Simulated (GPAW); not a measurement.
# GaAs (F-43m) in GPAW: a series of runs

The runs below take GaAs through single point, with PBE, LDA.

Everything below comes from runs of GPAW 26.7.0. Logs are shortened: lines on timing, memory, paths and dates and some standing lists are left out, and cuts for length are marked. The log counts tension as positive stress, the text compression.

**Measured values to compare with.**

“Evidence of valence band perturbations in GaAsN/GaAs(001): A combined variable-angle spectroscopic ellipsometry and modulated photoreflectance investigation”, 2008, arxiv:0805.2212 reports, for a bulk crystal of GaAs at 300 K: band gap 1.412 ± 0.01 eV (direct); band gap 1.418 ± 0.005 eV (direct).

How close the calculation comes is told below.

### 1 The structure

Symmetry: F-43m, No. 216, cubic system. The conventional cell has a = 5.654 Å, b = 5.654 Å, c = 5.654 Å, α = 90.00°, β = 90.00°, γ = 90.00°. As (site symmetry -43m) has 4 Ga at 2.45 Å as nearest neighbours. Ga (site symmetry -43m) has 4 As at 2.45 Å as nearest neighbours.

### 2 Single point, PBE

run.py reads:

```python
from ase.io import read
from gpaw import PW
from gpaw.dft import DFT

atoms = read('POSCAR')

dft = DFT(atoms,
          mode=PW(600),
          xc='PBE',
          kpts={'size': (8, 8, 8), 'gamma': True},
          occupations={'name': 'fermi-dirac', 'width': 0.05},
          nbands=11,
          convergence={'density': 1e-05, 'energy': 1e-05},
          maxiter=150,
          txt='gpaw.txt')
print(f'Energy: {dft.calculate_energy():.6f} eV')
print('Forces (eV/A):')
print(dft.calculate_forces().round(4))
print('Stress (eV/A^3):', dft.calculate_stress().round(6))
dft.write_gpw_file('gs.gpw')
```

POSCAR reads:

```
GaAs
1.0
    0.0000000000      2.8268500000      2.8268500000
    2.8268500000      0.0000000000      2.8268500000
    2.8268500000      2.8268500000      0.0000000000
As Ga
1 1
Direct
    0.7500000000      0.7500000000      0.7500000000
    0.0000000000      0.0000000000      0.0000000000
```

Potentials or basis: GPAW PAW data sets (gpaw-data 1.2.1), pw.

Command:

```bash
OMP_NUM_THREADS=1 python run.py
```

gpaw.txt:

```text
Diagonalizing LCAO Hamiltonian
Converting LCAO to pw mode

                    As

       Ga

Atoms  # Å, Bohr magnetons
|   | symbol |        x |        y |        z |    initial magnetic moments |
|---|--------|----------|----------|----------|-----------------------------|
| 0 |     As | 4.240275 | 4.240275 | 4.240275 | ( 0.0000,  0.0000,  0.0000) |
| 1 |     Ga | 0.000000 | 0.000000 | 0.000000 | ( 0.0000,  0.0000,  0.0000) |

Unit cell  # Å
| periodic |        x |        y |        z |  lengths |    angles |
|----------|----------|----------|----------|----------|-----------|
|      yes | 0.000000 | 2.826850 | 2.826850 | 3.997770 | 60.000000 |
|      yes | 2.826850 | 0.000000 | 2.826850 | 3.997770 | 60.000000 |
|      yes | 2.826850 | 2.826850 | 0.000000 | 3.997770 | 60.000000 |

Number of symmetries: 24
Symmetry operations  # r_c * U_cc + t_c -> r_c
|    | kind |            matrix            |
|----|------|------------------------------|
|  0 |  E   |  1, 0, 0,  0, 1, 0,  0, 0, 1 |
|  1 |  σ   |  1, 0, 0,  0, 0, 1,  0, 1, 0 |
|  2 |  σ   |  1, 0,-1,  0, 1,-1,  0, 0,-1 |
|  3 |  C3  |  1, 0,-1,  0, 0,-1,  0, 1,-1 |
|  4 |  C3  |  1,-1, 0,  0,-1, 1,  0,-1, 0 |
|  5 |  σ   |  1,-1, 0,  0,-1, 0,  0,-1, 1 |
|  6 |  σ   |  0, 1, 0,  1, 0, 0,  0, 0, 1 |
|  7 |  C3  |  0, 1, 0,  0, 0, 1,  1, 0, 0 |
|  8 |  C2  |  0, 1,-1,  1, 0,-1,  0, 0,-1 |
|  9 |  S4  |  0, 1,-1,  0, 0,-1,  1, 0,-1 |
| 10 |  C3  |  0, 0, 1,  1, 0, 0,  0, 1, 0 |
| 11 |  σ   |  0, 0, 1,  0, 1, 0,  1, 0, 0 |
| 12 |  S4  |  0, 0,-1,  1, 0,-1,  0, 1,-1 |
| 13 |  C3  |  0, 0,-1,  0, 1,-1,  1, 0,-1 |
| 14 |  S4  |  0,-1, 1,  1,-1, 0,  0,-1, 0 |
| 15 |  C2  |  0,-1, 1,  0,-1, 0,  1,-1, 0 |
| 16 |  C3  |  0,-1, 0,  1,-1, 0,  0,-1, 1 |
| 17 |  S4  |  0,-1, 0,  0,-1, 1,  1,-1, 0 |
| 18 |  S4  | -1, 1, 0, -1, 0, 1, -1, 0, 0 |
| 19 |  C3  | -1, 1, 0, -1, 0, 0, -1, 0, 1 |
| 20 |  C3  | -1, 0, 1, -1, 1, 0, -1, 0, 0 |
| 21 |  S4  | -1, 0, 1, -1, 0, 0, -1, 1, 0 |
| 22 |  σ   | -1, 0, 0, -1, 1, 0, -1, 0, 1 |
| 23 |  C2  | -1, 0, 0, -1, 0, 1, -1, 1, 0 |

BZ-sampling:
  Number of BZ points: 512
  Number of IBZ points: 29

  Monkhorst-Pack size: [8, 8, 8]
  Monkhorst-Pack shift: [0.0625, 0.0625, 0.0625]

K-points  # in reciprocal-cell coordinates
|     |                                coordinates |     weight |
|-----|--------------------------------------------|------------|
|   0 | (  0.00000000,   0.00000000,   0.00000000) | 0.00195312 |
|   1 | (  0.12500000,   0.12500000,   0.00000000) | 0.01171875 |
|   2 | (  0.12500000,   0.12500000,   0.12500000) | 0.01562500 |
|   3 | (  0.25000000,   0.12500000,   0.12500000) | 0.02343750 |
|   4 | (  0.25000000,   0.25000000,   0.00000000) | 0.01171875 |
|   5 | (  0.25000000,   0.25000000,   0.12500000) | 0.04687500 |
|   6 | (  0.25000000,   0.25000000,   0.25000000) | 0.01562500 |
|   7 | (  0.37500000,   0.25000000,  -0.37500000) | 0.04687500 |
|   8 | (  0.37500000,   0.25000000,   0.12500000) | 0.04687500 |
|   9 | (  0.37500000,   0.25000000,   0.25000000) | 0.04687500 |
| ... |                                            |            |
|  28 | (  0.50000000,   0.50000000,   0.50000000) | 0.00781250 |

Plane wave coefficients: 1540
Cutoff: 600.0 eV

Spin-components: 1 (collinear spins)
Bands:           11
Projectors:      10
Spin-degeneracy: 2
Datatype:        complex128

Density:
  Valence electrons: 8.0
  Components: 1
  Grid points: [24 24 24]
  Charge: 0.0  # |e|

Potential:
  Grid points: [24 24 24]

species:
  As:
    name:    Arsenic
    Z:       33.0
    valence: 5
    core:    28
    charge:  0.0  # [|e|]
    compensation charges:
      type: gauss
      rc: 0.33  # [Å]
      lmax: 2
    cutoffs:
      filter: 1.87  # [Å]
      core: 2.96  # [Å]
    projectors
    | kind |    occ | energy [eV] | rcut [Å] |
    |------|--------|-------------|----------|
    |   4s |  2.000 |     -14.487 |    1.058 |
    |   4p |  3.000 |      -5.196 |    1.058 |
    |    s |        |      12.725 |    1.058 |
    |    p |        |      22.016 |    1.058 |
    |    d |        |       0.000 |    1.058 |

    Using partial waves for As as LCAO basis

  Ga:
    name:    Gallium
    Z:       31.0
    valence: 3
    core:    28
    charge:  0.0  # [|e|]
    compensation charges:
      type: gauss
      rc: 0.37  # [Å]
      lmax: 2
    cutoffs:
      filter: 2.06  # [Å]
      core: 4.17  # [Å]
    projectors
    | kind |    occ | energy [eV] | rcut [Å] |
    |------|--------|-------------|----------|
    |   4s |  2.000 |      -8.945 |    1.164 |
    |   4p |  1.000 |      -2.580 |    1.164 |
    |    s |        |      18.266 |    1.164 |
    |    p |        |      24.631 |    1.164 |
    |    d |        |       0.000 |    1.164 |

    Using partial waves for Ga as LCAO basis

Reference energy: -114387.645129  # eV

eigensolver:
  PPCG
  Converge bands: occupied
  niter=2

density mixing:
  MSR1-Mixer
  Pratt-step length: 0.05
  Maximum mixing coefficient: 0.75
  Old densities: 10
  SVD Regularization: 0.005
  Good broyden scale: 1.0
  Trust region scale: 1.0
  Backstep threshold: 4.0
  History deletion threshold: 6.0
  Fourier metric: weight=20.0, sigma=0.015

occupation numbers:
  Fermi-Dirac:
    width: 0.0500  # eV

poisson solver:
  ecut: 4800.0  # eV

xc functional:
  name: PBE with 2 nearest neighbor stencil

convergence criteria:
- Maximum integral of absolute [dens]ity change: 1e-05 electrons / valence electron
- Maximum [total energy] change in last 3 cyles: 1e-05 eV / valence electron
- Maximum integral of absolute [eigenst]ate change: 4e-08 eV^2 / valence electron
maximum number of iterations: 150

SCF iterations
|iter     | |      energy | eigst |  dens |
|---------|-|-------------|-------|-------|
|iter:   1| |   -8.317123 | -0.65 |       |
|iter:   2| |   -8.299839 | -3.03 | -0.89 |
|iter:   3| |   -8.227213 | -2.22 | -0.92 |
|iter:   4| |   -8.228986 | -3.81 | -1.52 |
|iter:   5| |   -8.229238 | -4.71 | -2.05 |
|iter:   6| |   -8.229255 | -6.03 | -2.81 |
|iter:   7| |   -8.229255c| -7.48c| -3.55 |
|iter:   8| |   -8.229255c| -8.54c| -4.10 |
|iter:   9| |   -8.229255c| -9.27c| -5.40c|
SCF steps: 9
Energy contributions relative to reference atoms: (reference = -114387.645129)

Energy contributions:
  Kinetic:          26.967265
  Coulomb:         -23.857427
  Zero:              0.019553
  External:          0.000000
  Xc:              -11.358639
  Entropy:          -0.000014
  Spinorbit:         0.000000
  ----------------------------
  Free energy:      -8.229262
  Extrapolated:     -8.229255

Forces  # eV/Ang
|       x |       y |       z |
|---------|---------|---------|
| 0.00000 | 0.00000 | 0.00000 |  # As   0
| 0.00000 | 0.00000 | 0.00000 |  # Ga   1

Stress tensor  # eV/Ang^3
|         x |         y |         z |
|-----------|-----------|-----------|
| -0.027057 |  0.000000 | -0.000000 |
|  0.000000 | -0.027057 |  0.000000 |
| -0.000000 |  0.000000 | -0.027057 |

Writing to gs.gpw (mode='')

  __  _  _
 | _ |_)|_||  |
 |__||  | ||/\| - 26.7.0

Input parameters:
  mode=PW(ecut=600.0),
  convergence={'density': 1e-05, 'energy': 1e-05},
  kpts=MonkhorstPack(size=(8, 8, 8), gamma=True),
  maxiter=150,
  nbands=11,
  occupations=Occupations(name='fermi-dirac', width=0.05),
  xc=XC(name='PBE')
# Writing to gs.gpw (mode='')
```

It took 8.3 s on 1 thread of Arm Neoverse V2, shared host; peak memory 0.15 GiB.

What came out:

```yaml
Free_energy: -8.2293 eV
Pressure: 4.3 GPa
Band_gap_on_the_k_mesh: 0.59 eV, direct
```

### 3 Single point, PBE

run.py reads:

```python
from ase.dft.bandgap import bandgap
from ase.io import write
from ase.spacegroup import crystal
from ase.units import GPa
from gpaw import GPAW, PW

# As 4c
# Ga 4a
atoms = crystal(['As', 'Ga'],
                basis=[[0.25, 0.25, 0.25],
                       [0.0, 0.0, 0.0]],
                spacegroup=216, setting=1,  # F-43m
                cellpar=[5.6537, 5.6537, 5.6537, 90.0, 90.0, 90.0],
                primitive_cell=True)

calc = GPAW(mode=PW(500),
            xc='PBE',
            kpts={'size': (7, 7, 7), 'gamma': True},
            occupations={'name': 'fermi-dirac', 'width': 0.01},
            nbands=11,
            convergence={'density': 1e-05, 'energy': 1e-05},
            maxiter=150,
            txt='gpaw.txt')
atoms.calc = calc
energy = atoms.get_potential_energy()
forces = atoms.get_forces()
stress = atoms.get_stress()
calc.write('gs.gpw')
write('result.traj', atoms)
print(f'Energy: {energy:.6f} eV')
print('Forces (eV/A):')
print(forces.round(4))
print('Stress (GPa):', (stress / GPa).round(3))
print('Fermi level:', round(calc.get_fermi_level(), 4), 'eV')
print(f'Gap: {bandgap(calc)[0]:.4f} eV, direct: {bandgap(calc, direct=True)[0]:.4f} eV')
```

Potentials or basis: GPAW PAW data sets (gpaw-data 1.2.1), pw.

Command:

```bash
OMP_NUM_THREADS=1 python run.py
```

Run time: 5.3 s. Hardware: 1 thread of Arm Neoverse V2, shared host; peak memory 0.13 GiB.

The run converged. Its results:

- Free energy: -8.2230 eV
- Pressure: 4.3 GPa
- Band gap on the k mesh: 0.59 eV, direct

Levels at points of the mesh, in eV from the valence-band top:
```
           k point  band 1  band 2  band 3  band 4  band 5  band 6  band 7
(0.00, 0.00, 0.00)  -12.70    0.00    0.00    0.00    0.59    3.77    3.77
```

Caveat: the cutoff is short for stress and forces, so pressures can be off by a GPa or more; an odd mesh through Γ misses points on the zone boundary, where band edges often lie.

### 4 Single point, LDA

run.py reads:

```python
from ase import Atoms
from ase.dft.bandgap import bandgap
from ase.io import write
from ase.units import GPa
from gpaw import GPAW, PW, setup_paths

setup_paths.insert(0, '.')

atoms = Atoms(['As', 'Ga'],
              cell=[[0.0, 2.82685, 2.82685],
                    [2.82685, 0.0, 2.82685],
                    [2.82685, 2.82685, 0.0]],
              scaled_positions=[[0.75, 0.75, 0.75],
                                [0.0, 0.0, 0.0]],
              pbc=True)

calc = GPAW(mode=PW(500),
            xc='LDA',
            kpts={'size': (7, 7, 7), 'gamma': True},
            occupations={'name': 'fermi-dirac', 'width': 0.01},
            setups={'As': 'jth', 'Ga': 'jth'},
            nbands=-7,
            convergence={'density': 1e-05, 'energy': 1e-05},
            maxiter=150,
            txt='gpaw.txt')
atoms.calc = calc
energy = atoms.get_potential_energy()
forces = atoms.get_forces()
stress = atoms.get_stress()
calc.write('gs.gpw')
write('result.traj', atoms)
print(f'Energy: {energy:.6f} eV')
print('Forces (eV/A):')
print(forces.round(4))
print('Stress (GPa):', (stress / GPa).round(3))
print('Fermi level:', round(calc.get_fermi_level(), 4), 'eV')
print(f'Gap: {bandgap(calc)[0]:.4f} eV, direct: {bandgap(calc, direct=True)[0]:.4f} eV')
```

Potentials or basis: JTH PAW 2.0, LDA, pw.

Command:

```bash
OMP_NUM_THREADS=1 python run.py
```

Run time: 9.3 s. Hardware: 1 thread of Arm Neoverse V2, shared host; peak memory 0.15 GiB.

Results (log left out):

| Quantity | Value |
| --- | --- |
| Free energy | -9.5426 eV |
| Pressure | -2.0 GPa |
| Band gap on the k mesh | 0.28 eV, direct |

Levels at points of the mesh, in eV from the valence-band top:
```tsv
k point	band 11	band 12	band 13	band 14	band 15	band 16	band 17
(0.00, 0.00, 0.00)	-12.79	0.00	0.00	0.00	0.28	3.68	3.68
```

Caveat: the cutoff is short for stress and forces, so pressures can be off by a GPa or more; the program truncates these outside data sets.

### 5 For comparison

An earlier run on the cell as given: functional PBE; potentials or basis GPAW PAW data sets (gpaw-data 1.2.1); cutoff 600 eV; basis pw; k mesh 8 × 8 × 8; occupations fermi-dirac, width 0.05 eV; no spin polarisation.

* Pressure: 4.3 GPa
* Band gap on the k mesh: 0.59 eV, direct

### 6 Summary

| level | potentials or basis | k mesh | cutoff (eV) | smearing | data set | gap on the mesh (eV) | pressure (GPa) |
| --- | --- | --- | --- | --- | --- | --- | --- |
| PBE | GPAW PAW data sets (gpaw-data 1.2.1), pw | 8 × 8 × 8 | 600 | fermi-dirac 0.05 eV | - | 0.59 | 4.3 |
| PBE | GPAW PAW data sets (gpaw-data 1.2.1), pw | 7 × 7 × 7 | 500 | fermi-dirac 0.01 eV | - | 0.59 | 4.3 |
| LDA | JTH PAW 2.0, LDA, pw | 7 × 7 × 7 | 500 | fermi-dirac 0.01 eV | As jth, Ga jth | 0.28 | -2.0 |

Alike in all rows: task single point; no spin polarisation; cell as given.

Caveats: the cutoff is short for stress and forces, so pressures can be off by a GPa or more (some runs); an odd mesh through Γ misses points on the zone boundary, where band edges often lie (some runs); the program truncates these outside data sets (some runs).

Total energies depend on the potentials used, so only differences within one code and one set of settings carry meaning.

### 7 Against experiment

Step 2. Measured gap of GaAs: 1.412 eV (direct; 300 K; “Evidence of valence band perturbations in GaAsN/GaAs(001): A combined variable-angle spectroscopic ellipsometry and modulated photoreflectance investigation”, 2008, arxiv:0805.2212). This calculation gives 0.59 eV (-0.83 eV). 3 values of this kind are on record (1.412 to 1.51 eV); this one was drawn at random among those near their median, those with a stated uncertainty first. Spin-orbit coupling on As, Ga is left out. The value is that of PBE on a finite k mesh, which can miss the band edges, without temperature or zero-point motion. Semilocal functionals fall short of measured gaps as a rule.

Step 3. The gap isn't set beside the deposited one, since this odd mesh misses points on the zone boundary.

Step 4. A measured gap of GaAs is 1.418 eV (direct; 300 K; “Evidence of valence band perturbations in GaAsN/GaAs(001): A combined variable-angle spectroscopic ellipsometry and modulated photoreflectance investigation”, 2008, arxiv:0805.2212); the calculated 0.28 eV misses it by -1.14 eV. So large a miss can be the level of theory's own, or it may mean another phase, state or a wrong row. 3 values of this kind are on record (1.412 to 1.51 eV); this one was drawn at random among those near their median, those with a stated uncertainty first. Spin-orbit coupling on As, Ga is left out. The value is that of LDA, without temperature or zero-point motion. Semilocal functionals fall short of measured gaps as a rule.
